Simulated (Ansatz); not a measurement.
# Bi2Se3: stress in a strained cell

Bi2Se3 is deformed so: equal xx and yy strain of -1 %. What stress and forces result, by LAPW, PAW and all-electron datasets made for the crystal?

Computed with Ansatz 0.2.0 (DFT PBE, scalar-relativistic, unless a step's input says otherwise).

### 1 Starting point

The structure is trigonal, space group R-3m (No. 166). Conventional cell: a = 4.143 Å, b = 4.143 Å, c = 28.636 Å, α = 90.00°, β = 90.00°, γ = 120.00°. Bi (site symmetry 3m) is surrounded by 6 Se at 2.85 to 3.07 Å. Around Se (site symmetry -3m) lie 6 Bi at 3.07 Å. Around Se (site symmetry 3m) lie 3 Bi at 2.85 Å.

As a file:

```
Bi Se
1.0
     2.07150    1.19598    9.54533
    -2.07150    1.19598    9.54533
     0.00000   -2.39196    9.54533
Bi Se
2 3
Direct
  0.40080 0.40080 0.40080
  0.59920 0.59920 0.59920
  0.00000 0.00000 0.00000
  0.21170 0.21170 0.21170
  0.78830 0.78830 0.78830
```

Atoms are numbered in the order of the input: Bi1, Bi2, Se3, Se4, Se5.

### 2 The deformed structure

Space group R-3m before, R-3m after.

### 3 All-electron LAPW

input.yaml

```yaml
crystal:
  lattice:
    - [2.0507843038, 1.1840208698, 9.54533]
    - [-2.0507843038, 1.1840208698, 9.54533]
    - [0.0, -2.3680417398, 9.54533]
  atoms:
    - { symbol: Bi, position: [0.4008, 0.4008, 0.4008] }
    - { symbol: Bi, position: [0.5992, 0.5992, 0.5992] }
    - { symbol: Se, position: [0.0, 0.0, 0.0] }
    - { symbol: Se, position: [0.2117, 0.2117, 0.2117] }
    - { symbol: Se, position: [0.7883, 0.7883, 0.7883] }
kpoints:
  mp_grid: { grid: [6, 6, 6] }
  band_path:
    path:
      - [0.0, 0.0, 0.0]
      - [0.5, 0.5, 0.5]
      - [0.823075738, 0.176924262, 0.5]
      - [0.5, -0.176924262, 0.176924262]
      - [0.5, 0.0, 0.0]
      - [0.0, 0.0, 0.0]
      - [0.338462131, -0.338462131, 0.0]
      - [0.661537869, 0.0, 0.338462131]
      - [0.5, 0.0, 0.5]
    npoints: 5
scf:
  occupations: { method: fermi_dirac, width: 0.03 }
hamiltonian:
  xc: pbe
  pseudopotentials: { kind: all_electron, lapw: { basis_error: 0.0005 } }
output:
  forces: true
  stress: true
  eigenvalues: true
```

Launch:

```
> ansatz run input.yaml --threads 2 --pin off --max-ram 6144MiB --backend cpu --events-out ev --progress --plain --runs-dir out
```

### 4 PAW on the default files

input.yaml

```yaml
crystal:
  lattice:
    - [2.0507843038, 1.1840208698, 9.54533]
    - [-2.0507843038, 1.1840208698, 9.54533]
    - [0.0, -2.3680417398, 9.54533]
  atoms:
    - { symbol: Bi, position: [0.4008, 0.4008, 0.4008] }
    - { symbol: Bi, position: [0.5992, 0.5992, 0.5992] }
    - { symbol: Se, position: [0.0, 0.0, 0.0] }
    - { symbol: Se, position: [0.2117, 0.2117, 0.2117] }
    - { symbol: Se, position: [0.7883, 0.7883, 0.7883] }
kpoints:
  mp_grid: { grid: [6, 6, 6] }
scf:
  occupations: { method: fermi_dirac, width: 0.03 }
hamiltonian:
  xc: pbe
  pseudopotentials: { kind: paw }
output:
  forces: true
  stress: true
  eigenvalues: true
  efg: { contact_densities: true }
```

### 5 All-electron PAW on datasets made for the crystal

input.yaml, as its differences from that of step 4:

```diff
@@ -17,3 +17,3 @@
   xc: pbe
-  pseudopotentials: { kind: paw }
+  pseudopotentials: { kind: all_electron, datasets: crystal }
 output:
```

(Steps that only read results are left out.)

Q: Predict the outcome of this session. Wanted: pressure; largest shear or deviatoric stress.

As calculated:

| quantity | value |
| --- | --- |
| pressure | LAPW 3.96, PAW 3.95, crystal datasets 3.96 GPa |
| largest shear or deviatoric stress (LAPW) | 0.25 GPa |

**Reading.** The largest part of the stress beyond the pressure is 0.25 GPa in size, in the zz component; the atoms are carried along and not relaxed. No run of the undeformed cell stands beside it, so the pressure holds what the given cell had before the change. PAW: stress within 0.01 GPa of LAPW, forces within 1 meV/Å. Crystal datasets: stress within 0.01 GPa of LAPW, forces within 1 meV/Å. Spin-orbit coupling is left out, though the cell holds Bi; in elements this heavy it can shift bands and gaps by tenths of an eV.
